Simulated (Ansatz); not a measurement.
Runs of Ansatz 0.2.0 on CrO2. It takes space group P4_2/mnm (No. 136, tetragonal). The conventional cell has a = 4.421 Å, b = 4.421 Å, c = 2.917 Å, α = 90.00°, β = 90.00°, γ = 90.00°. Cr (site symmetry mmm) is surrounded by 6 O at 1.88 to 1.92 Å. O (site symmetry m2m) has 3 Cr at 1.88 to 1.92 Å as nearest neighbours. 

```csv
spin,k mesh,gap on the mesh (eV),pressure (GPa),moment (μB),largest force (eV/Å)
off,6 × 6 × 9,none,-13.6,-,(a)
"collinear, ferromagnetic start",6 × 6 × 9,none,-6.4,4.00,0.34
"non-collinear, random start",5 × 5 × 7,none,-6.4,4.00,0.35
"collinear, random start",6 × 6 × 9,none,-6.4,4.00,0.34
```

Alike in all rows: task single point; level PBEsol; potentials or basis Ansatz PAW; cell as given; cutoff (eV) 420; smearing fermi-dirac 0.05 eV.

**Question.** Estimate the missing entries.

**Answer.** (a) 0.21.

Caveats: semilocal functionals often make such compounds metallic where correlation or magnetic order opens a gap, which also shifts bond lengths; the PAW data sets come from PBE, with cores solved anew for the run's functional, which leaves a small shift of forces and pressure; the starting moments weren't kept (some runs).

A gap of «none» marks a metal or a gap under the smearing width.
